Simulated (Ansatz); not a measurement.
# Si16C: the cost of one run

Program: Ansatz 0.2.0. Level of theory: DFT PBE, plane waves, PAW, scalar-relativistic, collinear spin. These are calculated values, not measurements.

### Step 1. The system as given

The cell holds 17 atoms (CSi16): a = 7.679 Å, b = 7.679 Å, c = 7.679 Å, α = 60.00°, β = 60.00°, γ = 60.00°.

Its coordinates follow in the input file.

### Step 2. Relaxing the start

File input.yaml:

```yaml
accuracy: low
crystal:
  lattice:
    - [0.0, 5.43, 5.43]
    - [5.43, 0.0, 5.43]
    - [5.43, 5.43, 0.0]
  atoms:
    - { symbol: Si, position: [0.0, 0.0, 0.0] }
    - { symbol: Si, position: [0.125, 0.125, 0.125] }
    - { symbol: Si, position: [0.0, 0.0, 0.5] }
    - { symbol: Si, position: [0.125, 0.125, 0.625] }
    - { symbol: Si, position: [0.0, 0.5, 0.0] }
    - { symbol: Si, position: [0.125, 0.625, 0.125] }
    - { symbol: Si, position: [0.0, 0.5, 0.5] }
    - { symbol: Si, position: [0.125, 0.625, 0.625] }
    - { symbol: Si, position: [0.5, 0.0, 0.0] }
    - { symbol: Si, position: [0.625, 0.125, 0.125] }
    - { symbol: Si, position: [0.5, 0.0, 0.5] }
    - { symbol: Si, position: [0.625, 0.125, 0.625] }
    - { symbol: Si, position: [0.5, 0.5, 0.0] }
    - { symbol: Si, position: [0.625, 0.625, 0.125] }
    - { symbol: Si, position: [0.5, 0.5, 0.5] }
    - { symbol: Si, position: [0.625, 0.625, 0.625] }
    - { symbol: C, position: [0.2543214, 0.2377359, 0.7647635], spin: 1.0 }
magnetization:
  spin_polarized: true
basis:
  ecutwfc: 420.0
kpoints:
  mp_grid: { grid: [2, 2, 2] }
hamiltonian:
  xc: pbe
  pseudopotentials: { kind: paw, azcp: { folder: soft_1 } }
scf:
  occupations: { method: fermi_dirac, width: 0.05 }
  lower_state_search: "off"
relax:
  f_tol: 0.08
  max_steps: 25
  adjacent_minimum: "off"
output:
  write_density: true
  write_potential: true
  elf: true
  volumetric_format: npy
```

Run with:

```console
$ ansatz run input.yaml --threads 1 --pin off --max-ram 3072MiB --backend cpu --events-out ev --progress --plain --runs-dir out
```

What time and memory should one allow on 1 thread of Arm Neoverse V2, shared host?

About 4.7 min, with a peak of 0.68 GiB.
